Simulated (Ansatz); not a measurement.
# Could TaC exist in this structure?

Plane-wave DFT in Ansatz with scalar-relativistic PAW potentials. The crystal relaxes under PBE to Fm-3m with a = 4.475 Å, 11.20 Å³/atom. No spin polarisation.

```
Ta C
1.0
     0.00000    2.23760    2.23760
     2.23760    0.00000    2.23760
     2.23760    2.23760    0.00000
Ta C
1 1
Direct
  0.00000 0.00000 0.00000
  0.50000 0.50000 0.50000
```

**Question.** Test it against the elements, against displacements at the zone centre and against strain.

**Answer.**
- Energy over the elements: -0.598 eV/atom (PBE, standard states in the same functional, gases uncorrected)
- Optical modes at Γ: all 3 real, at 560 cm⁻¹ (PBEsol, no gap at this level, so no LO-TO term)
- Least eigenvalue of the elastic tensor: 187 GPa (PBEsol, smearing 0.15 eV on a cell relaxed with it; where the run has no gap this value hangs on mesh and smearing)

It passes all three tests. So it is a local minimum against everything tried and bound against the elements. Modes at other wave vectors, other structures and decomposition into other compounds weren't tested here. The modes and the tensor belong to cells relaxed at their own level (10.94 Å³/atom for the tensor), not to the cell shown.

Spin-orbit coupling is left out, which matters for the bands of heavy elements.